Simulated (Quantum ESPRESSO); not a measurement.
Here is a Quantum ESPRESSO 7.5 calculation.

Contents of pw.in:

```
&CONTROL
  calculation = 'scf'
  prefix = 'pwscf'
  outdir = './tmp'
  pseudo_dir = './pseudo'
  tprnfor = .true.
  tstress = .true.
  disk_io = 'low'
/
&SYSTEM
  ibrav = 0
  A = 3.9883
  nat = 5
  ntyp = 3
  ecutwfc = 56
  ecutrho = 448
  nbnd = 28
  occupations = 'smearing'
  smearing = 'fd'
  degauss = 0.00367493
/
&ELECTRONS
  conv_thr = 1d-09
  electron_maxstep = 120
  mixing_beta = 0.5
/
ATOMIC_SPECIES
Ta   180.9479 ta_pbesol_v1.uspp.F.UPF
K     39.0983 k_pbesol_v1.4.uspp.F.UPF
O     15.9990 o_pbesol_v1.2.uspp.F.UPF
CELL_PARAMETERS alat
   1.0000000000    0.0000000000    0.0000000000
   0.0000000000    1.0000000000    0.0000000000
   0.0000000000    0.0000000000    1.0000000000
ATOMIC_POSITIONS alat
Ta     0.0000000000    0.0000000000    0.0000000000
K      0.5000000000    0.5000000000    0.5000000000
O      0.0000000000    0.0000000000    0.5000000000
O      0.0000000000    0.5000000000    0.0000000000
O      0.5000000000    0.0000000000    0.0000000000
K_POINTS automatic
4 4 4 0 0 0
```

File nscf.in:

```
&CONTROL
  calculation = 'nscf'
  prefix = 'pwscf'
  outdir = './tmp'
  pseudo_dir = './pseudo'
  disk_io = 'low'
/
&SYSTEM
  ibrav = 0
  A = 3.9883
  nat = 5
  ntyp = 3
  ecutwfc = 56
  ecutrho = 448
  nbnd = 22
  occupations = 'smearing'
  smearing = 'fd'
  degauss = 0.00367493
  nosym = .true.
  noinv = .true.
/
&ELECTRONS
  conv_thr = 1d-09
  electron_maxstep = 120
  mixing_beta = 0.5
  diago_full_acc = .true.
  startingwfc = 'random'
/
ATOMIC_SPECIES
Ta   180.9479 ta_pbesol_v1.uspp.F.UPF
K     39.0983 k_pbesol_v1.4.uspp.F.UPF
O     15.9990 o_pbesol_v1.2.uspp.F.UPF
CELL_PARAMETERS alat
   1.0000000000    0.0000000000    0.0000000000
   0.0000000000    1.0000000000    0.0000000000
   0.0000000000    0.0000000000    1.0000000000
ATOMIC_POSITIONS alat
Ta     0.0000000000    0.0000000000    0.0000000000
K      0.5000000000    0.5000000000    0.5000000000
O      0.0000000000    0.0000000000    0.5000000000
O      0.0000000000    0.5000000000    0.0000000000
O      0.5000000000    0.0000000000    0.0000000000
K_POINTS crystal
64
  0.00000000   0.00000000   0.00000000 1.56250000e-02
  0.00000000   0.00000000   0.25000000 1.56250000e-02
  0.00000000   0.00000000   0.50000000 1.56250000e-02
  0.00000000   0.00000000   0.75000000 1.56250000e-02
  0.00000000   0.25000000   0.00000000 1.56250000e-02
  0.00000000   0.25000000   0.25000000 1.56250000e-02
  0.00000000   0.25000000   0.50000000 1.56250000e-02
  0.00000000   0.25000000   0.75000000 1.56250000e-02
  0.00000000   0.50000000   0.00000000 1.56250000e-02
  0.00000000   0.50000000   0.25000000 1.56250000e-02
  0.00000000   0.50000000   0.50000000 1.56250000e-02
  0.00000000   0.50000000   0.75000000 1.56250000e-02
  0.00000000   0.75000000   0.00000000 1.56250000e-02
  0.00000000   0.75000000   0.25000000 1.56250000e-02
  0.00000000   0.75000000   0.50000000 1.56250000e-02
  0.00000000   0.75000000   0.75000000 1.56250000e-02
  0.25000000   0.00000000   0.00000000 1.56250000e-02
  0.25000000   0.00000000   0.25000000 1.56250000e-02
  0.25000000   0.00000000   0.50000000 1.56250000e-02
  0.25000000   0.00000000   0.75000000 1.56250000e-02
  0.25000000   0.25000000   0.00000000 1.56250000e-02
  0.25000000   0.25000000   0.25000000 1.56250000e-02
  0.25000000   0.25000000   0.50000000 1.56250000e-02
  0.25000000   0.25000000   0.75000000 1.56250000e-02
  0.25000000   0.50000000   0.00000000 1.56250000e-02
  0.25000000   0.50000000   0.25000000 1.56250000e-02
  0.25000000   0.50000000   0.50000000 1.56250000e-02
  0.25000000   0.50000000   0.75000000 1.56250000e-02
  0.25000000   0.75000000   0.00000000 1.56250000e-02
  0.25000000   0.75000000   0.25000000 1.56250000e-02
  0.25000000   0.75000000   0.50000000 1.56250000e-02
  0.25000000   0.75000000   0.75000000 1.56250000e-02
  0.50000000   0.00000000   0.00000000 1.56250000e-02
  0.50000000   0.00000000   0.25000000 1.56250000e-02
  0.50000000   0.00000000   0.50000000 1.56250000e-02
  0.50000000   0.00000000   0.75000000 1.56250000e-02
  0.50000000   0.25000000   0.00000000 1.56250000e-02
  0.50000000   0.25000000   0.25000000 1.56250000e-02
  0.50000000   0.25000000   0.50000000 1.56250000e-02
  0.50000000   0.25000000   0.75000000 1.56250000e-02
  0.50000000   0.50000000   0.00000000 1.56250000e-02
  0.50000000   0.50000000   0.25000000 1.56250000e-02
  0.50000000   0.50000000   0.50000000 1.56250000e-02
  0.50000000   0.50000000   0.75000000 1.56250000e-02
  0.50000000   0.75000000   0.00000000 1.56250000e-02
  0.50000000   0.75000000   0.25000000 1.56250000e-02
  0.50000000   0.75000000   0.50000000 1.56250000e-02
  0.50000000   0.75000000   0.75000000 1.56250000e-02
  0.75000000   0.00000000   0.00000000 1.56250000e-02
  0.75000000   0.00000000   0.25000000 1.56250000e-02
  0.75000000   0.00000000   0.50000000 1.56250000e-02
  0.75000000   0.00000000   0.75000000 1.56250000e-02
  0.75000000   0.25000000   0.00000000 1.56250000e-02
  0.75000000   0.25000000   0.25000000 1.56250000e-02
  0.75000000   0.25000000   0.50000000 1.56250000e-02
  0.75000000   0.25000000   0.75000000 1.56250000e-02
  0.75000000   0.50000000   0.00000000 1.56250000e-02
  0.75000000   0.50000000   0.25000000 1.56250000e-02
  0.75000000   0.50000000   0.50000000 1.56250000e-02
  0.75000000   0.50000000   0.75000000 1.56250000e-02
  0.75000000   0.75000000   0.00000000 1.56250000e-02
  0.75000000   0.75000000   0.25000000 1.56250000e-02
  0.75000000   0.75000000   0.50000000 1.56250000e-02
  0.75000000   0.75000000   0.75000000 1.56250000e-02
```

pw2wan.in

```
&INPUTPP
  prefix = 'pwscf'
  outdir = './tmp'
  seedname = 'w'
  write_mmn = .true.
  write_amn = .true.
  scdm_proj = .true.
  scdm_entanglement = 'isolated'
/
```

bands.in

```
&CONTROL
  calculation = 'bands'
  prefix = 'pwscf'
  outdir = './tmp'
  pseudo_dir = './pseudo'
  disk_io = 'low'
/
&SYSTEM
  ibrav = 0
  A = 3.9883
  nat = 5
  ntyp = 3
  ecutwfc = 56
  ecutrho = 448
  nbnd = 22
  occupations = 'smearing'
  smearing = 'fd'
  degauss = 0.00367493
/
&ELECTRONS
  conv_thr = 1d-08
  electron_maxstep = 120
  mixing_beta = 0.5
  diago_full_acc = .true.
  startingwfc = 'random'
/
ATOMIC_SPECIES
Ta   180.9479 ta_pbesol_v1.uspp.F.UPF
K     39.0983 k_pbesol_v1.4.uspp.F.UPF
O     15.9990 o_pbesol_v1.2.uspp.F.UPF
CELL_PARAMETERS alat
   1.0000000000    0.0000000000    0.0000000000
   0.0000000000    1.0000000000    0.0000000000
   0.0000000000    0.0000000000    1.0000000000
ATOMIC_POSITIONS alat
Ta     0.0000000000    0.0000000000    0.0000000000
K      0.5000000000    0.5000000000    0.5000000000
O      0.0000000000    0.0000000000    0.5000000000
O      0.0000000000    0.5000000000    0.0000000000
O      0.5000000000    0.0000000000    0.0000000000
K_POINTS crystal
71
  0.00000000   0.00000000   0.00000000 1
  0.00000000   0.05555600   0.00000000 1
  0.00000000   0.11111100   0.00000000 1
  0.00000000   0.16666700   0.00000000 1
  0.00000000   0.22222200   0.00000000 1
  0.00000000   0.27777800   0.00000000 1
  0.00000000   0.33333300   0.00000000 1
  0.00000000   0.38888900   0.00000000 1
  0.00000000   0.44444400   0.00000000 1
  0.00000000   0.50000000   0.00000000 1
  0.05555600   0.50000000   0.00000000 1
  0.11111100   0.50000000   0.00000000 1
  0.16666700   0.50000000   0.00000000 1
  0.22222200   0.50000000   0.00000000 1
  0.27777800   0.50000000   0.00000000 1
  0.33333300   0.50000000   0.00000000 1
  0.38888900   0.50000000   0.00000000 1
  0.44444400   0.50000000   0.00000000 1
  0.50000000   0.50000000   0.00000000 1
  0.46153800   0.46153800   0.00000000 1
  0.42307700   0.42307700   0.00000000 1
  0.38461500   0.38461500   0.00000000 1
  0.34615400   0.34615400   0.00000000 1
  0.30769200   0.30769200   0.00000000 1
  0.26923100   0.26923100   0.00000000 1
  0.23076900   0.23076900   0.00000000 1
  0.19230800   0.19230800   0.00000000 1
  0.15384600   0.15384600   0.00000000 1
  0.11538500   0.11538500   0.00000000 1
  0.07692300   0.07692300   0.00000000 1
  0.03846200   0.03846200   0.00000000 1
  0.00000000   0.00000000   0.00000000 1
  0.03125000   0.03125000   0.03125000 1
  0.06250000   0.06250000   0.06250000 1
  0.09375000   0.09375000   0.09375000 1
  0.12500000   0.12500000   0.12500000 1
  0.15625000   0.15625000   0.15625000 1
  0.18750000   0.18750000   0.18750000 1
  0.21875000   0.21875000   0.21875000 1
  0.25000000   0.25000000   0.25000000 1
  0.28125000   0.28125000   0.28125000 1
  0.31250000   0.31250000   0.31250000 1
  0.34375000   0.34375000   0.34375000 1
  0.37500000   0.37500000   0.37500000 1
  0.40625000   0.40625000   0.40625000 1
  0.43750000   0.43750000   0.43750000 1
  0.46875000   0.46875000   0.46875000 1
  0.50000000   0.50000000   0.50000000 1
  0.46153800   0.50000000   0.46153800 1
  0.42307700   0.50000000   0.42307700 1
  0.38461500   0.50000000   0.38461500 1
  0.34615400   0.50000000   0.34615400 1
  0.30769200   0.50000000   0.30769200 1
  0.26923100   0.50000000   0.26923100 1
  0.23076900   0.50000000   0.23076900 1
  0.19230800   0.50000000   0.19230800 1
  0.15384600   0.50000000   0.15384600 1
  0.11538500   0.50000000   0.11538500 1
  0.07692300   0.50000000   0.07692300 1
  0.03846200   0.50000000   0.03846200 1
  0.00000000   0.50000000   0.00000000 1
  0.50000000   0.50000000   0.00000000 1
  0.50000000   0.50000000   0.05555600 1
  0.50000000   0.50000000   0.11111100 1
  0.50000000   0.50000000   0.16666700 1
  0.50000000   0.50000000   0.22222200 1
  0.50000000   0.50000000   0.27777800 1
  0.50000000   0.50000000   0.33333300 1
  0.50000000   0.50000000   0.38888900 1
  0.50000000   0.50000000   0.44444400 1
  0.50000000   0.50000000   0.50000000 1
```

File w.win:

```
num_wann = 20
num_bands = 20
auto_projections = true
num_iter = 1200
search_shells = 100
kmesh_tol = 1.0d-4
conv_tol = 1.0d-8
conv_window = 4
num_print_cycles = 200
fermi_energy = 9.7414
bands_plot = true
write_hr = true
mp_grid = 4 4 4
exclude_bands = 21-22
begin unit_cell_cart
ang
  3.9883000000   0.0000000000   0.0000000000
  0.0000000000   3.9883000000   0.0000000000
  0.0000000000   0.0000000000   3.9883000000
end unit_cell_cart
begin atoms_frac
Ta   0.0000000000   0.0000000000   0.0000000000
K    0.5000000000   0.5000000000   0.5000000000
O    0.0000000000   0.0000000000   0.5000000000
O    0.0000000000   0.5000000000   0.0000000000
O    0.5000000000   0.0000000000   0.0000000000
end atoms_frac
begin kpoint_path
G   0.0000000000   0.0000000000   0.0000000000  X   0.0000000000   0.5000000000   0.0000000000
X   0.0000000000   0.5000000000   0.0000000000  M   0.5000000000   0.5000000000   0.0000000000
M   0.5000000000   0.5000000000   0.0000000000  G   0.0000000000   0.0000000000   0.0000000000
G   0.0000000000   0.0000000000   0.0000000000  R   0.5000000000   0.5000000000   0.5000000000
R   0.5000000000   0.5000000000   0.5000000000  X   0.0000000000   0.5000000000   0.0000000000
M   0.5000000000   0.5000000000   0.0000000000  R   0.5000000000   0.5000000000   0.5000000000
end kpoint_path
bands_num_points = 9
begin kpoints
  0.00000000   0.00000000   0.00000000
  0.00000000   0.00000000   0.25000000
  0.00000000   0.00000000   0.50000000
  0.00000000   0.00000000   0.75000000
  0.00000000   0.25000000   0.00000000
  0.00000000   0.25000000   0.25000000
  0.00000000   0.25000000   0.50000000
  0.00000000   0.25000000   0.75000000
  0.00000000   0.50000000   0.00000000
  0.00000000   0.50000000   0.25000000
  0.00000000   0.50000000   0.50000000
  0.00000000   0.50000000   0.75000000
  0.00000000   0.75000000   0.00000000
  0.00000000   0.75000000   0.25000000
  0.00000000   0.75000000   0.50000000
  0.00000000   0.75000000   0.75000000
  0.25000000   0.00000000   0.00000000
  0.25000000   0.00000000   0.25000000
  0.25000000   0.00000000   0.50000000
  0.25000000   0.00000000   0.75000000
  0.25000000   0.25000000   0.00000000
  0.25000000   0.25000000   0.25000000
  0.25000000   0.25000000   0.50000000
  0.25000000   0.25000000   0.75000000
  0.25000000   0.50000000   0.00000000
  0.25000000   0.50000000   0.25000000
  0.25000000   0.50000000   0.50000000
  0.25000000   0.50000000   0.75000000
  0.25000000   0.75000000   0.00000000
  0.25000000   0.75000000   0.25000000
  0.25000000   0.75000000   0.50000000
  0.25000000   0.75000000   0.75000000
  0.50000000   0.00000000   0.00000000
  0.50000000   0.00000000   0.25000000
  0.50000000   0.00000000   0.50000000
  0.50000000   0.00000000   0.75000000
  0.50000000   0.25000000   0.00000000
  0.50000000   0.25000000   0.25000000
  0.50000000   0.25000000   0.50000000
  0.50000000   0.25000000   0.75000000
  0.50000000   0.50000000   0.00000000
  0.50000000   0.50000000   0.25000000
  0.50000000   0.50000000   0.50000000
  0.50000000   0.50000000   0.75000000
  0.50000000   0.75000000   0.00000000
  0.50000000   0.75000000   0.25000000
  0.50000000   0.75000000   0.50000000
  0.50000000   0.75000000   0.75000000
  0.75000000   0.00000000   0.00000000
  0.75000000   0.00000000   0.25000000
  0.75000000   0.00000000   0.50000000
  0.75000000   0.00000000   0.75000000
  0.75000000   0.25000000   0.00000000
  0.75000000   0.25000000   0.25000000
  0.75000000   0.25000000   0.50000000
  0.75000000   0.25000000   0.75000000
  0.75000000   0.50000000   0.00000000
  0.75000000   0.50000000   0.25000000
  0.75000000   0.50000000   0.50000000
  0.75000000   0.50000000   0.75000000
  0.75000000   0.75000000   0.00000000
  0.75000000   0.75000000   0.25000000
  0.75000000   0.75000000   0.50000000
  0.75000000   0.75000000   0.75000000
end kpoints
```

Potentials or basis: GBRV 1.5 PBEsol.

Run with:

```console
$ OMP_NUM_THREADS=1 pw.x -in pw.in > pw.out
$ OMP_NUM_THREADS=1 pw.x -in nscf.in > nscf.out
$ wannier90.x -pp w
$ OMP_NUM_THREADS=1 pw2wannier90.x -in pw2wan.in > pw2wan.out
$ wannier90.x w
$ OMP_NUM_THREADS=1 pw.x -in bands.in > bands.out
```

Question: What does it give for the total Wannier spread?

Answer: 13.52 Å² over 20 functions.

Question: Estimate the RMS miss of the Wannier bands.

Answer: 0.009 eV.

Question: Predict the band gap along the path.

Answer: 2.11 eV, indirect (least direct gap 2.75 eV).

Question: Predict the band gap on the k mesh.

Answer: 2.11 eV, indirect (least direct gap 2.74 eV).

Parts of the spread (Å²): invariant 11.07, diagonal 0.000, off-diagonal 2.45, total 13.52. Against the direct bands the interpolation misses by 9 meV (root mean square) and 61 meV at most, for states up to 1 eV over the reference level.

Caveat: spin-orbit coupling is left out, which moves the levels of the heavy elements; the Wannier minimisation didn't converge. As with any semilocal functional, this PBEsol gap is likely too small.
